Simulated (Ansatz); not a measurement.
# W under changes of volume

One of the cells (15.848 Å³/atom); the others are scaled copies at fixed shape and fractional positions:

```
W
1.0
    -1.58234    1.58234    1.58234
     1.58234   -1.58234    1.58234
     1.58234    1.58234   -1.58234
W
1
Direct
  0.00000 0.00000 0.00000
```

```yaml
Program: Ansatz 0.2.0
Functional: SVWN5
Potentials_or_basis: Ansatz PAW
Cutoff: "420 eV (not typed: the program's choice for these potentials)"
k_mesh: 12 × 12 × 12
Occupations: fermi-dirac, width 0.05 eV
Spin: no spin polarisation
```

```csv
volume (Å³/atom),energy over the lowest point (meV/atom),pressure (GPa)
14.897,15.23,11.3
15.214,?,?
15.531,0.00,-3.0
15.848,12.13,-9.1
16.165,35.76,-14.7
16.482,69.75,-19.7
16.798,113.09,-24.2
```

Q: What does the run at 15.214 Å³/atom give?

A: Energy over the lowest point 0.59 meV/atom; pressure 3.8 GPa.

Worked out: A Birch-Murnaghan fit of order 3 (a polynomial in V^(-2/3)) to the other rows has its minimum at 15.39 Å³/atom with B0 = V·E''(V) = 326 GPa and B' = 3.9. It gives 0.60 meV/atom at 15.214 Å³/atom, against the run's 0.59, and -dE/dV = 3.7 GPa, against 3.8.

Energies are extrapolated to zero smearing.

Caveats: the PAW data sets come from PBE, with cores solved anew for the run's functional, which leaves a small shift of forces and pressure.
